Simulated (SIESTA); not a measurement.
## ZrO2 in SIESTA: the effect of functional

Crystal: ZrO2.

```xyz
3
Lattice="0.0000 2.5451 2.5451 2.5451 0.0000 2.5451 2.5451 2.5451 0.0000" Properties=species:S:1:pos:R:3 pbc="T T T"
Zr    0.0000    0.0000    0.0000
O     3.8176    3.8176    3.8176
O     1.2725    1.2725    1.2725
```

Measurements of this composition are mostly on another form, of space group No. 14.

Alike in all runs:

| Quantity | Value |
| --- | --- |
| Program | SIESTA 5.4.2 |
| Task | band structure |
| Basis | DZP (energy shift 0.003 Ry; two zetas on semicore shells) |
| Grid cutoff | 800 Ry |
| Energy shift | 0.003 Ry |
| k mesh | 9 × 9 × 9 |
| Occupations | fermi-dirac, width 0.05 eV |
| Spin | no spin polarisation |

One run gave: gap on the mesh 3.10 eV; pressure -3.5 GPa. Which functional did it use?
A. PBEsol
B. PBE
C. LDA

C.

```tsv
functional	potentials or basis	gap on the mesh (eV)	pressure (GPa)
PBE	PseudoDojo 0.4 standard (PBE files)	3.19	9.8
LDA	PseudoDojo 0.4 standard (LDA files)	3.10	-3.5
PBEsol	PseudoDojo 0.4 standard (PBEsol files)	3.13	2.0
```

Caveats: the basis of atomic orbitals isn't converged, which shifts pressures, moduli and gaps.

A k mesh can miss the band edges.
